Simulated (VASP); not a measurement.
# Al (Fm-3m) in VASP: notebook

The runs below take Al through single point, relaxation of cell and atoms, with PBE, HSE06.

All numbers are computed with VASP 6.6.1; they aren't measurements. Logs are shortened: lines on timing, memory, paths and dates and some standing lists are left out, and cuts for length are marked.

### 1 The structure

The structure is cubic, space group Fm-3m (No. 225). The conventional cell has a = 4.050 Å, b = 4.050 Å, c = 4.050 Å, α = 90.00°, β = 90.00°, γ = 90.00°. Al (site symmetry m-3m) is surrounded by 12 Al at 2.86 Å.

### 2 Single point, PBE

Contents of INCAR:

```
SYSTEM = Al
PREC     = Accurate       ! precision mode
ENCUT    = 520            ! plane-wave cutoff, eV
EDIFF    = 1E-6           ! SCF threshold, eV
ISMEAR   = 0              ! smearing method
SIGMA    = 0.012          ! smearing width, eV
LREAL    = .False.        ! projectors in reciprocal space
LASPH    = .True.         ! aspherical terms in the spheres
NELM     = 80             ! most SCF steps
ALGO     = Fast           ! electronic algorithm
ISIF     = 2              ! what is computed and relaxed
LWAVE    = .False.        ! write WAVECAR
LCHARG   = .False.        ! write CHGCAR
GGA      = PE             ! functional
NBANDS   = 8              ! bands
```

Contents of KPOINTS:

```
regular mesh
0
Gamma
  11 11 11
  0 0 0
```

Contents of POSCAR:

```
Al
1.0
    0.0000000000      2.0248050000      2.0248050000
    2.0248050000      0.0000000000      2.0248050000
    2.0248050000      2.0248050000      0.0000000000
Al
1
Direct
    0.0000000000      0.0000000000      0.0000000000
```

Potentials or basis: VASP PAW PBE potentials, release 64 (Al).

Command:

```bash
$ cat potpaw_PBE.64/Al/POTCAR > POTCAR
$ mpirun -np 1 vasp_std > vasp.out
```

OUTCAR:

```text
SYSTEM = Al
   PREC = Accurate
   ENCUT = 520
   EDIFF = 1E-6
   ISMEAR = 0
   LREAL = .False.
   LASPH = .True.
   NELM = 80
   ISIF = 2
   GGA = PE

 ion  position               nearest neighbor table
   1  0.000  0.000  0.000-

  LATTYP: Found a face centered cubic cell.
 ALAT       =     4.0496100000

  Lattice vectors:

 A1 = (   0.0000000000,   2.0248050000,   2.0248050000)
 A2 = (   2.0248050000,   0.0000000000,   2.0248050000)
 A3 = (   2.0248050000,   2.0248050000,   0.0000000000)

Analysis of symmetry for initial positions (statically):
=====================================================================
 Subroutine PRICEL returns:
 Original cell was already a primitive cell.

 Routine SETGRP: Setting up the symmetry group for a
 face centered cubic supercell.

 Subroutine GETGRP returns: Found 48 space group operations
 (whereof 48 operations were pure point group operations)
 out of a pool of 48 trial point group operations.

The static configuration has the point symmetry O_h .

Analysis of symmetry for dynamics (positions and initial velocities):
=====================================================================
 Subroutine PRICEL returns:
 Original cell was already a primitive cell.

 Routine SETGRP: Setting up the symmetry group for a
 face centered cubic supercell.

 Subroutine GETGRP returns: Found 48 space group operations
 (whereof 48 operations were pure point group operations)
 out of a pool of 48 trial point group operations.

The dynamic configuration has the point symmetry O_h .

 Subroutine INISYM returns: Found 48 space group operations
 (whereof 48 operations are pure point group operations),
 and found     1 'primitive' translations

----------------------------------------------------------------------------------------

                                     Primitive cell

  volume of cell :      16.6027

  direct lattice vectors                    reciprocal lattice vectors
     0.000000000  2.024805000  2.024805000    -0.246937359  0.246937359  0.246937359
     2.024805000  0.000000000  2.024805000     0.246937359 -0.246937359  0.246937359
     2.024805000  2.024805000  0.000000000     0.246937359  0.246937359 -0.246937359

  length of vectors
     2.863506692  2.863506692  2.863506692     0.427708053  0.427708053  0.427708053

  position of ions in fractional coordinates (direct lattice)
     0.000000000  0.000000000  0.000000000

  ion indices of the primitive-cell ions
   primitive index   ion index
                 1           1

----------------------------------------------------------------------------------------

 KPOINTS: regular mesh

Automatic generation of k-mesh.
 Grid dimensions read from file:
 generate k-points for:   11   11   11

 Generating k-lattice:

  Cartesian coordinates                     Fractional coordinates (reciprocal lattice)
    -0.022448851  0.022448851  0.022448851     0.090909091  0.000000000  0.000000000
     0.022448851 -0.022448851  0.022448851     0.000000000  0.090909091  0.000000000
     0.022448851  0.022448851 -0.022448851     0.000000000  0.000000000  0.090909091

  Length of vectors
     0.038882550  0.038882550  0.038882550

  Shift w.r.t. Gamma in fractional coordinates (k-lattice)
     0.000000000  0.000000000  0.000000000

 Subroutine IBZKPT returns following result:
 ===========================================

 Found     56 irreducible k-points:

 Following reciprocal coordinates:
            Coordinates               Weight
  0.000000  0.000000  0.000000      1.000000
  0.090909  0.000000  0.000000      8.000000
  0.181818  0.000000  0.000000      8.000000
  0.272727  0.000000  0.000000      8.000000
  0.363636  0.000000  0.000000      8.000000
  0.454545  0.000000  0.000000      8.000000
[... 16 lines left out ...]
 -0.272727  0.181818  0.000000     24.000000
 -0.181818  0.181818  0.000000     12.000000
 [... further k-points ...]
   k-points           NKPTS =     56   k-points in BZ     NKDIM =     56   number of bands    NBANDS=      8
   number of dos      NEDOS =    301   number of ions     NIONS =      1
   total plane-waves  NPLWV =  13824
   dimension x,y,z NGX =    24 NGY =   24 NGZ =   24
   dimension x,y,z NGXF=    48 NGYF=   48 NGZF=   48
   ions per type =               1
   NGX,Y,Z   is equivalent  to a cutoff of  13.93, 13.93, 13.93 a.u.
   NGXF,Y,Z  is equivalent  to a cutoff of  27.87, 27.87, 27.87 a.u.
 SYSTEM =  Al
   PREC   = accura    normal or accurate (medium, high low for compatibility)
   ISTART =      0    job   : 0-new  1-cont  2-samecut
   ICHARG =      2    charge: 1-file 2-atom 10-const
   ISPIN  =      1    spin polarized calculation?
   LNONCOLLINEAR =      F non collinear calculations
   LSORBIT =      F    spin-orbit coupling
   LASPH  =      T    aspherical Exc in radial PAW
   ENCUT  =  520.0 eV  38.22 Ry    6.18 a.u.   5.32  5.32  5.32*2*pi/ulx,y,z
   NELM   =     80;   NELMIN=  2; NELMDL= -5     # of ELM steps
   EDIFF  = 0.1E-05   stopping-criterion for ELM
   LREAL  =      F    real-space projection
[... 7 lines left out ...]
   TEBEG  =    0.0;   TEEND  =   0.0 temperature during run
   PSTRESS=    0.0 pullay stress
   NELECT =       3.0000    total number of electrons
   NUPDOWN=      -1.0000    fix difference up-down
   EMIN   =  10.00;   EMAX   =-10.00  energy-range for DOS
   EFERMI =   0.00;   METHOD = LEGACY
   ISMEAR =     0;   SIGMA  =   0.01  broadening in eV -4-tet -1-fermi 0-gaus
   EFERMI_NEDOS =   21; number of points for ismear=-14 and -15
   IALGO  =     68    algorithm
   IMIX   =      4    mixing-type and parameters
     AMIX     =   0.40;   BMIX     =  1.00
     AMIX_MAG =   1.60;   BMIX_MAG =  1.00
  volume/ion in A,a.u.               =      16.60       112.04
  Fermi-wavevector in a.u.,A,eV,Ry     =   0.925526  1.748991 11.654733  0.856599
  Thomas-Fermi vector in A             =   2.051390
   LORBIT       =      0    0 simple, 1 ext, 2 COOP (PROOUT), +10 PAW based schemes
   GGA     = PE    functional components
   LHFCALC =     F    Hartree Fock is set to
   AEXX    =    0.0000 exact exchange contribution
   IVDW    =     0    specifies the selected vdW correction
   LEPSILON=     F    determine dielectric tensor
   LRPA    =     F    only Hartree local field effects (RPA)
 non-spin polarized calculation
 RMM-DIIS sequential band-by-band and
 Gauss-broadening in eV      SIGMA  =   0.01
  energy-cutoff  :      520.00
  volume of cell :       16.60
 maximum number of plane-waves:       459
 NGX is ok and might be reduce to    24
   NGX = 11   NGY = 11   NGZ = 11

 number of electron       3.0000000 magnetization

 Free energy of the ion-electron system (eV)
  ---------------------------------------------------
  ext. energy  EPLUGINS =         0.00000000
  ---------------------------------------------------
  free energy    TOTEN  =        -3.75256154 eV

  energy without entropy =       -3.75239936  energy(sigma->0) =       -3.75248045

 E-fermi :   7.9598     XC(G=0): -10.1746

 val. band max:        7.9412140347   @ k =  -0.4545   0.3636   0.0000
 cond. band min:       7.9680844777   @ k =   0.4545   0.1818   0.0909
 fundamental gap:      0.0268704429
 Fermi energy:         7.9597656308

 k-point     1 :       0.0000    0.0000    0.0000
  band No.  band energies     occupation
      1      -3.1565      2.00000
      2      20.5197      0.00000
      3      20.5197      0.00000
      4      20.5197      0.00000
      5      21.9647      0.00000
      6      21.9647      0.00000
      7      21.9647      0.00000
      8      24.3552      0.00000

 k-point     2 :       0.0909    0.0000    0.0000
  band No.  band energies     occupation
      1      -2.9329      2.00000
      2      17.5987      0.00000
      3      19.8714      0.00000
      4      19.8714      0.00000
      5      22.6424      0.00000
      6      22.9511      0.00000
      7      22.9511      0.00000
      8      26.1755      0.00000

 k-point     3 :       0.1818    0.0000    0.0000
  band No.  band energies     occupation
      1      -2.2640      2.00000
      2      13.9563      0.00000
      3      19.1380      0.00000
      4      19.1380      0.00000
      5      22.4110      0.00000
      6      23.7739      0.00000
      7      23.7739      0.00000
      8      25.2901      0.00000

 k-point     4 :       0.2727    0.0000    0.0000
  band No.  band energies     occupation
      1      -1.1561      2.00000
      2      10.5341      0.00000
      3      18.7291      0.00000
      4      18.7291      0.00000
      5      22.1998      0.00000
      6      22.2322      0.00000
      7      22.2322      0.00000
      8      26.2196      0.00000

 k-point     5 :       0.3636    0.0000    0.0000
  band No.  band energies     occupation
      1       0.3808      2.00000
      2       7.4338      2.00000
      3      18.6851      0.00000
      4      18.6851      0.00000
      5      20.8044      0.00000
      6      20.8044      0.00000
      7      22.2711      0.00000
      8      24.7325      0.00000
[... 177 lines left out ...]
 k-point    22 :      -0.3636    0.1818    0.0000
  band No.  band energies     occupation
      1       2.4035      2.00000
      2       6.2942      2.00000
      3      12.5984      0.00000
      4      16.9584      0.00000
      5      18.8522      0.00000
      6      23.3353      0.00000
      7      25.9462      0.00000
      8      28.8949      0.00000

 k-point    23 :      -0.2727    0.1818    0.0000
  band No.  band energies     occupation
      1       0.5988      2.00000
      2       9.0784      0.00000
      3      12.4609      0.00000
      4      18.1722      0.00000
      5      20.1506      0.00000
      6      23.1104      0.00000
      7      25.5018      0.00000
      8      26.0370      0.00000

 k-point    24 :      -0.1818    0.1818    0.0000
  band No.  band energies     occupation
      1      -0.7887      2.00000
      2      11.7509      0.00000
      3      13.1865      0.00000
      4      19.7504      0.00000
      5      21.7726      0.00000
      6      22.8293      0.00000
      7      23.9311      0.00000
      8      24.8731      0.00000

 [... further k-points ...]

------------------------ aborting loop because EDIFF is reached ----------------------------------------

  FORCE on cell =-STRESS in cart. coord.  units (eV):
  Direction    XX          YY          ZZ          XY          YZ          ZX
  --------------------------------------------------------------------------------------
  -------------------------------------------------------------------------------------
  Total       -0.0575943     -0.0575943     -0.0575943     -0.0000000      0.0000000      0.0000000
  in kB       -5.5578956     -5.5578956     -5.5578956     -0.0000000      0.0000000      0.0000000
  external PRESSURE =      -5.5578956 kB  Pullay stress =       0.0000000 kB

 VOLUME and BASIS-vectors are now :
 -----------------------------------------------------------------------------
  energy-cutoff  :      520.00
  volume of cell :       16.60
      direct lattice vectors                 reciprocal lattice vectors
     0.000000000  2.024805000  2.024805000    -0.246937359  0.246937359  0.246937359
     2.024805000  0.000000000  2.024805000     0.246937359 -0.246937359  0.246937359
     2.024805000  2.024805000  0.000000000     0.246937359  0.246937359 -0.246937359

 POSITION                                       TOTAL-FORCE (eV/Angst)
 -----------------------------------------------------------------------------------
      0.00000      0.00000      0.00000         0.000000      0.000000      0.000000
 -----------------------------------------------------------------------------------
    total drift:                                0.000000     -0.000000     -0.000000

  FREE ENERGIE OF THE ION-ELECTRON SYSTEM (eV)
  ---------------------------------------------------
  free  energy   TOTEN  =        -3.7525615361 eV

  energy  without entropy=       -3.7523993571  energy(sigma->0) =       -3.75248045
```

It took 3.1 s on 1 thread of Intel Xeon 6975P-C (Granite Rapids), shared host; peak memory 0.12 GiB.

Results:

```yaml
Free_energy: -3.7526 eV
Pressure: -0.6 GPa
Band_gap_on_the_k_mesh: none (metal or under the smearing width)
```

### 3 Single point, PBE

Contents of INCAR:

```
SYSTEM = Al
  PREC = Accurate
  ENCUT = 520
  EDIFF = 1E-6
  ISMEAR = 0
  SIGMA = 0.017
  LREAL = .FALSE.
  LASPH = .TRUE.
  NELM = 100
  ALGO = Fast
  ISIF = 2
  LWAVE = .FALSE.
  LCHARG = .TRUE.
  GGA = PE
  LELF = .TRUE.
  LVHAR = .TRUE.
  NBANDS = 8
```

Contents of KPOINTS:

```
regular mesh
0
G
  11 11 11
  0 0 0
```

POSCAR is that of step 2.

Potentials or basis: VASP PAW PBE potentials, release 64 (Al).

Command:

```bash
$ cat potpaw_PBE.64/Al/POTCAR > POTCAR
$ mpirun -np 1 vasp_std > vasp.out
```

Wall time 6.2 s (1 thread of AMD EPYC 9R14 (Zen 4), shared host); peak memory 0.1 GiB.

The run converged. Its results:

```yaml
Free_energy: -3.7526 eV
Pressure: -0.5 GPa
Band_gap_on_the_k_mesh: none (metal or under the smearing width)
```

Levels at points of the mesh, in eV from the Fermi level:
| k point | band 1 | band 2 | band 3 | band 4 | band 5 | band 6 |
| --- | --- | --- | --- | --- | --- | --- |
| (0.00, 0.00, 0.00) | -11.11 | 12.56 | 12.56 | 12.56 | 14.01 | 14.01 |

### 4 Relaxation of cell and atoms, HSE06

POSCAR is that of step 3.

Contents of INCAR.step1:

```
ALGO = Normal
EDIFF = 1E-5
ENCUT = 600
GGA = PE
ISMEAR = -1
LASPH = T
LCHARG = F
LREAL = F
LWAVE = T
NELM = 80
PREC = Accurate
SIGMA = 0.05
```

Contents of INCAR.step2:

```
ALGO = Normal
EDIFF = 1E-6
EDIFFG = -0.02
ENCUT = 600
GGA = PE
HFSCREEN = 0.2
IBRION = 2
ISIF = 3
ISMEAR = -1
ISTART = 1
LASPH = T
LCHARG = F
LHFCALC = T
LREAL = F
LWAVE = F
NELM = 80
NSW = 60
PREC = Accurate
PRECFOCK = Normal
SIGMA = 0.05
```

Contents of KPOINTS:

```
k-points
0
Gamma
  6 6 6
```

Command:

```bash
$ cat potpaw_PBE.64/Al/POTCAR > POTCAR
$ cp INCAR.step1 INCAR
$ mpirun -np 1 vasp_std > vasp.out
$ cp INCAR.step2 INCAR
$ mpirun -np 1 vasp_std > vasp.out
```

Run time: 1.8 min. Hardware: 1 thread of AMD EPYC 9R14 (Zen 4), shared host; peak memory 0.2 GiB.

It converged, with:

| Property | Result |
| --- | --- |
| Free energy | -4.1865 eV |
| Relaxed volume | 16.37 Å³/atom |
| Relaxed cell | a = 2.850 Å, b = 2.850 Å, c = 2.850 Å, α = 60.00°, β = 60.00°, γ = 60.00° |
| Space group after relaxing (to 0.05 Å) | Fm-3m (No. 225) |
| Energy gained by relaxing | 0.5 meV/atom |
| Ionic steps | 2 |
| Pressure after relaxing | 0.2 GPa |
| Band gap on the k mesh | none (metal or under the smearing width) |

Step by step:
```csv
step,energy change (eV),largest force (eV/Å),pressure (GPa),volume (Å³)
1,0.0000,0.0000,-0.92,16.60
2,-0.0005,0.0000,0.15,16.37
```

Final structure:
```
CELL_PARAMETERS angstrom
0.00000 2.01548 2.01548
2.01548 0.00000 2.01548
2.01548 2.01548 0.00000
ATOMIC_POSITIONS crystal
Al 0.00000 0.00000 0.00000
```

Levels at points of the mesh, in eV from the Fermi level:
```csv
k point,band 1,band 2,band 3,band 4,band 5
"(0.00, 0.00, 0.00)",-13.27,13.27,13.27,13.27,14.85
"(0.50, 0.00, 0.00)",-5.82,-5.53,12.03,12.03,12.03
"(0.50, 0.50, 0.00)",-3.91,-2.24,5.41,5.82,5.82
```

Caveat: the k mesh is coarse (spacing up to 0.45 Å⁻¹), so the values aren't converged, least of all with exact exchange; the PAW data sets were made with another functional, which shifts forces and pressure a little.

### 5 Single point, PBE

Contents of INCAR:

```
SYSTEM = Al
PREC = Accurate
ENCUT = 900
EDIFF = 1E-8
ISMEAR = -1
SIGMA = 0.1
LREAL = .False.
LASPH = .True.
NELM = 100
ALGO = Normal
ISIF = 2
LWAVE = .False.
LCHARG = .False.
GGA = PE
NBANDS = 8
ADDGRID = .False.
```

Contents of KPOINTS:

```
regular mesh
0
Gamma
  17 17 17
  0 0 0
```

POSCAR is that of step 4.

Command:

```bash
$ cat potpaw_PBE.64/Al/POTCAR > POTCAR
$ mpirun -np 1 vasp_std > vasp.out
```

Wall time 18 s (1 thread of Intel Xeon 6975P-C (Granite Rapids), shared host); peak memory 0.17 GiB.

It converged, with:

- Free energy: -3.7549 eV
- Pressure: -0.5 GPa
- Band gap on the k mesh: none (metal or under the smearing width)

Levels at points of the mesh, in eV from the Fermi level:
```csv
k point,band 1,band 2,band 3,band 4
"(0.00, 0.00, 0.00)",-11.08,12.59,12.59,12.59
```

### 6 Summary

```csv
task,level,cell,k mesh,cutoff (eV),smearing,grid for exact exchange (PRECFOCK),screening parameter,mesh quality,gap on the mesh (eV),pressure (GPa)
single point,PBE,as given,11 × 11 × 11,520,gaussian 0.012 eV,-,-,not flagged,none,-0.6
single point,PBE,as given,11 × 11 × 11,520,gaussian 0.017 eV,-,-,not flagged,none,-0.5
relaxation of cell and atoms,HSE06,relaxed,6 × 6 × 6,600,fermi-dirac 0.05 eV,Normal,0.2 1/A,coarse,none,0.2
single point,PBE,as given,17 × 17 × 17,900,fermi-dirac 0.1 eV,-,-,not flagged,none,-0.5
```

Alike in all rows: potentials or basis VASP PAW PBE potentials, release 64 (Al); no spin polarisation.

Caveats: some runs use coarse meshes; the PAW data sets were made with another functional, which shifts forces and pressure a little (some runs).

Absolute energies hang on the potentials; compare differences alone.
